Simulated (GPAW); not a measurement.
## HfB2 in GPAW: the effect of strain uniaxial z

Crystal: HfB2.

```
Hf B
1.0
     3.14000    0.00000    0.00000
    -1.57000    2.71932    0.00000
     0.00000    0.00000    3.34080
Hf B
1 2
Direct
  0.00000 0.00000 0.00000
  0.66667 0.33333 0.50000
  0.33333 0.66667 0.50000
```

Alike in all runs:

* Program: GPAW 26.7.0
* Task: single point
* Functional: PBEsol
* Potentials or basis: PAW data sets generated in the run's folder for this functional
* Cutoff: 800 eV
* Basis: pw
* k mesh: 8 × 8 × 7
* Occupations: fermi-dirac, width 0.05 eV
* Spin: no spin polarisation
* Maxiter: 150

```tsv
strain uniaxial z	pressure (GPa)
-0.04	?
-0.02	1.5
-0.01	-1.1
0	-3.5
0.01	-5.8
0.02	-7.9
0.04	-11.7
```

Problem. What does the run with strain uniaxial z -0.04 give?

Solution. Pressure 7.1 GPa.

Worked out: A parabola through the other rows of the pressure, of slope -296 GPa per unit of strain uniaxial z there, extrapolates to 7.1 GPa, against the run's 7.1.

Caveats: the density grid can change from cell to cell, which puts small steps into energies and stress.
